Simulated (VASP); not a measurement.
Input and output of a VASP PBE single-point calculation on BeS (strained rocksalt)

INCAR

```
SIGMA = 0.02
NSW = 0
IBRION = -1
LREAL = .FALSE.
PREC = Accurate
LCHARG = .FALSE.
GGA = PE
ISMEAR = -1
LASPH = .TRUE.
NBANDS = 11
NELM = 120
EDIFF = 1E-7
ISIF = 2
ENCUT = 520
LWAVE = .FALSE.
```

KPOINTS

```
KPOINTS created by Atomic Simulation Environment
0
Gamma
10 10 10
0 0 0
```

KPOINTS_OPT

```
special points
8
Reciprocal
0.0000000000 0.0000000000 0.0000000000 1
0.5000000000 0.0000000000 0.5000000000 1
0.6250000000 0.2500000000 0.6250000000 1
0.3750000000 0.3750000000 0.7500000000 1
0.5000000000 0.5000000000 0.5000000000 1
0.5000000000 0.2500000000 0.7500000000 1
0.1197920000 0.1197920000 0.2395830000 1
0.5000000000 0.5000000000 0.0000000000 1
```

POSCAR

```
Be S
 1.0000000000000000
     0.0000000000000000    2.3868161129000001    2.2575659388000000
     2.3868161129000001    0.0000000000000000    2.2575659388000000
     2.3868161129000001    2.3868161129000001    0.0000000000000000
 Be  S
   1   1
Cartesian
  0.0000000000000000  0.0000000000000000  0.0000000000000000
  2.3868161129000001  2.3868161129000001  2.2575659388000000
```

VASP ran with the recommended PBE PAW datasets (8 valence electrons in the cell).

Command

```
mpirun -np 1 vasp_std
```

From OUTCAR

```
k-points           NKPTS =    102   k-points in BZ     NKDIM =    102   number of bands    NBANDS=     11

   NELECT =       8.0000    total number of electrons

   dimension x,y,z NGX =    24 NGY =   24 NGZ =   28
   dimension x,y,z NGXF=    48 NGYF=   48 NGZF=   56

  energy-cutoff  :      520.00
  volume of cell :       25.72
      direct lattice vectors                 reciprocal lattice vectors
     0.000000000  2.386816113  2.257565939    -0.209484089  0.209484089  0.221477473
     2.386816113  0.000000000  2.257565939     0.209484089 -0.209484089  0.221477473
     2.386816113  2.386816113  0.000000000     0.209484089  0.209484089 -0.221477473

 k-points in reciprocal lattice and weights: KPOINTS created by Atomic Simulation Env
   0.00000000  0.00000000  0.00000000       0.001
   0.10000000 -0.00000000  0.00000000       0.008
   0.20000000 -0.00000000  0.00000000       0.008
   0.30000000 -0.00000000  0.00000000       0.008
   0.40000000 -0.00000000  0.00000000       0.008
   0.50000000 -0.00000000  0.00000000       0.004
   0.10000000  0.10000000  0.00000000       0.002
   0.20000000  0.10000000  0.00000000       0.008
   ...

 E-fermi :   6.5491

 k-point     1 :       0.0000    0.0000    0.0000
  band No.  band energies     occupation
      1      -8.6218      2.00000
      2       5.4370      2.00000
      3       6.1252      2.00000
      4       6.1252      2.00000
      5      11.1251      0.00000
      6      14.8692      0.00000
      7      14.8692      0.00000
      8      15.0023      0.00000
      9      15.0023      0.00000
     10      15.5218      0.00000
     11      16.9424      0.00000

 k-point     2 :       0.1000   -0.0000    0.0000
  band No.  band energies     occupation
      1      -8.4798      2.00000
      2       4.8664      2.00000
      3       5.7906      2.00000
      4       6.0471      2.00000
      5      11.5605      0.00000
      6      13.7791      0.00000
      7      14.1217      0.00000
      8      14.9195      0.00000
      9      15.4296      0.00000
     10      15.8448      0.00000
     11      16.3768      0.00000

 k-point     3 :       0.2000   -0.0000    0.0000
  band No.  band energies     occupation
      1      -8.0698      2.00000
      2       3.1379      2.00000
      3       5.7056      2.00000
      4       5.8696      2.00000
      5      11.4558      0.00000
      6      12.2579      0.00000
      7      13.0084      0.00000
      8      15.1099      0.00000
      9      16.6043      0.00000
     10      16.6868      0.00000
     11      16.7175      0.00000

 k-point     4 :       0.3000   -0.0000    0.0000
  band No.  band energies     occupation
      1      -7.4534      2.00000
      2       1.2853      2.00000
      3       5.6956      2.00000
      4       5.7314      2.00000
      5      10.7279      0.00000
      6      11.0407      0.00000
      7      11.8066      0.00000
      8      15.8580      0.00000
      9      17.7667      0.00000
     10      18.2589      0.00000
     11      18.3764      0.00000

 k-point     5 :       0.4000   -0.0000    0.0000
  band No.  band energies     occupation
      1      -6.7993      2.00000
      2      -0.1821      2.00000
      3       5.5870      2.00000
      4       5.7990      2.00000
      5      10.1204      0.00000
      6      10.2628      0.00000
      7      11.0302      0.00000
      8      16.0899      0.00000
      9      19.6337      0.00000
     10      20.2052      0.00000
     11      20.5025      0.00000

 k-point     6 :       0.5000   -0.0000    0.0000
  band No.  band energies     occupation
      1      -6.4823      2.00000
      2      -0.7797      2.00000
      3       5.5528      2.00000
      4       5.8374      2.00000
      5       9.8835      0.00000
      6       9.9941      0.00000
      7      10.7733      0.00000
      8      16.1381      0.00000
      9      21.2074      0.00000
     10      21.6292      0.00000
     11      21.9371      0.00000

 k-point     7 :       0.1000    0.1000    0.0000
  band No.  band energies     occupation
      1      -8.4190      2.00000
      2       4.8871      2.00000
      3       5.6720      2.00000
      4       5.6720      2.00000
      5      11.9529      0.00000
      6      13.9276      0.00000
      7      14.4447      0.00000
      8      14.4447      0.00000
      9      14.4999      0.00000
     10      16.6170      0.00000
     11      16.6170      0.00000

 k-point     8 :       0.2000    0.1000    0.0000
  band No.  band energies     occupation
      1      -8.0837      2.00000
      2       3.6233      2.00000
      3       5.2849      2.00000
      4       5.5603      2.00000
      5      12.2165      0.00000
      6      12.3688      0.00000
      7      13.7389      0.00000
      8      14.0220      0.00000
      9      15.1115      0.00000
     10      17.5985      0.00000
     11      17.7734      0.00000

 k-point     9 :       0.3000    0.1000    0.0000
  band No.  band energies     occupation
      1      -7.5194      2.00000
      2       1.8388      2.00000
      3       5.0238      2.00000
      4       5.5153      2.00000
      5      10.8542      0.00000
      6      11.9020      0.00000
      7      12.5027      0.00000
      8      15.0044      0.00000
      9      15.9341      0.00000
     10      19.2302      0.00000
     11      19.2490      0.00000

 k-point    10 :       0.4000    0.1000    0.0000
  band No.  band energies     occupation
      1      -6.8540      2.00000
      2       0.2668      2.00000
      3       4.9605      2.00000
      4       5.3121      2.00000
      5       9.9985      0.00000
      6      11.4456      0.00000
      7      11.5537      0.00000
      8      16.3586      0.00000
      9      16.6888      0.00000
     10      21.1977      0.00000
     11      21.2320      0.00000

 k-point    11 :       0.5000    0.1000    0.0000
  band No.  band energies     occupation
      1      -6.3985      2.00000
      2      -0.6068      2.00000
      3       4.9977      2.00000
      4       5.1100      2.00000
      5       9.6887      0.00000
      6      10.7276      0.00000
      7      11.5393      0.00000
      8      16.6777      0.00000
      9      18.5911      0.00000
     10      22.0000      0.00000
     11      22.2549      0.00000

 k-point    12 :      -0.4000    0.1000    0.0000
  band No.  band energies     occupation
      1      -6.5395      2.00000
      2      -0.3373      2.00000
      3       4.6905      2.00000
      4       5.4331      2.00000
      5       9.8729      0.00000
      6      10.4167      0.00000
      7      11.8590      0.00000
      8      16.8072      0.00000
      9      19.2914      0.00000
     10      20.1097      0.00000
     11      21.3954      0.00000

 k-point    13 :      -0.3000    0.1000    0.0000
  band No.  band energies     occupation
      1      -7.1385      2.00000
      2       0.9293      2.00000
      3       4.5021      2.00000
      4       5.8298      2.00000
      5      10.4639      0.00000
      6      10.5758      0.00000
      7      12.4491      0.00000
      8      16.4962      0.00000
      9      17.7738      0.00000
     10      17.9577      0.00000
     11      20.9865      0.00000

 k-point    14 :      -0.2000    0.1000    0.0000
  band No.  band energies     occupation
      1      -7.7848      2.00000
      2       2.7026      2.00000
      3       4.4890      2.00000
      4       6.1471      2.00000
      5      11.2550      0.00000
      6      11.3403      0.00000
      7      13.1368      0.00000
      8      15.0702      0.00000
      9      16.2867      0.00000
     10      17.5398      0.00000
     11      19.2014      0.00000

 k-point    15 :      -0.1000    0.1000    0.0000
  band No.  band energies     occupation
      1      -8.2598      2.00000
      2       4.4819      2.00000
      3       4.7052      2.00000
      4       6.2374      2.00000
      5      11.9272      0.00000
      6      12.4203      0.00000
      7      13.5474      0.00000
      8      14.3913      0.00000
      9      15.3555      0.00000
     10      17.4773      0.00000
     11      17.4920      0.00000

 k-point    16 :       0.2000    0.2000    0.0000
  band No.  band energies     occupation
      1      -7.8245      2.00000
      2       3.6533      2.00000
      3       4.7079      2.00000
      4       4.7079      2.00000
      5      10.7610      0.00000
      6      12.8829      0.00000
      7      13.9298      0.00000
      8      14.8353      0.00000
      9      14.8353      0.00000
     10      18.6608      0.00000
     11      19.3291      0.00000

 ...

  Total       -0.7577774     -0.7577774     -0.0052541      0.0000000      0.0000000      0.0000000
  in kB      -47.2002061    -47.2002061     -0.3272676      0.0000000      0.0000000      0.0000000
  external PRESSURE =     -31.5758933 kB  Pullay stress =       0.0000000 kB

 POSITION                                       TOTAL-FORCE (eV/Angst)
 -----------------------------------------------------------------------------------
      0.00000      0.00000      0.00000         0.000000     -0.000000      0.000000
      2.38682      2.38682      2.25757        -0.000000      0.000000      0.000000
 -----------------------------------------------------------------------------------
    total drift:                               -0.000000     -0.000000      0.000000

  FREE ENERGIE OF THE ION-ELECTRON SYSTEM (eV)
  ---------------------------------------------------
  free  energy   TOTEN  =        -8.8700863530 eV

  energy  without entropy=       -8.8700863521  energy(sigma->0) =       -8.87008635
```

| Item | Value |
| --- | --- |
| gap between bands v and c | 0.58 eV |
| least direct gap | 3.68 eV |
| pressure | -3.2 GPa |

Band v is the last that the valence electrons fill when counted band by band, and c is the next.

The run took about 18 s on one core of a shared host (Intel Xeon Platinum 8488C) and held 0.17 GiB at most.
